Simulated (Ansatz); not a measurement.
Profile along the Sr–F line in SrF2 (fluorite)

SrF2 (fluorite)

```yaml
crystal:
  lattice:
    - [0.00000, 2.87905, 2.87905]
    - [2.87905, 0.00000, 2.87905]
    - [2.87905, 2.87905, 0.00000]
  atoms:
    - { symbol: Sr, position: [0.00000, 0.00000, 0.00000] }
    - { symbol: F, position: [0.25000, 0.25000, 0.25000] }
    - { symbol: F, position: [0.75000, 0.75000, 0.75000] }
```

Fields along a shortest Sr–F line of a {110} plane (2.49 Å), from Sr to F, interpolated on the slice's grid (step about 0.3 Å). Calculation: PBEsol (plane waves to 420 eV, PAW, scalar-relativistic; Ansatz, a program for electronic structure). k mesh 10×10×10. These are valence fields of a PAW run, semicore shells included where kept as valence: close to a nucleus they are smooth pseudo fields. SrF2 was relaxed with its symmetry unable to fall.

```
distance from Sr (Å)  valence electron density (e/Å³)  electron localisation function
--------------------  -------------------------------  ------------------------------
0.00                                             1.05                               x
0.12                                             1.33                               x
0.25                                             2.03                               x
0.37                                             2.66                               x
0.50                                             2.69                               x
0.62                                             2.26                            0.84
0.75                                             1.62                            0.85
0.87                                             1.01                            0.79
1.00                                             0.58                            0.58
1.12                                             0.34                            0.30
1.25                                             0.24                            0.09
1.37                                             0.23                            0.07
1.49                                             0.30                            0.25
1.62                                             0.50                            0.53
1.74                                             0.93                            0.75
1.87                                             1.82                            0.81
1.99                                             3.63                               x
2.12                                             6.69                               x
2.24                                            10.32                               x
2.37                                            13.04                               x
2.49                                            13.98                               x
```

x: too close to a nucleus for the ELF to mean much.

Density on the Sr–F line (2.49 Å) at its density minimum, 1.3 Å from Sr: 0.23 e/Å³. ELF at that point: 0.1. Character of the Sr–F contact (rough rule: ELF there above 0.7 covalent, below 0.2 ionic, polar between): closed-shell (ionic).
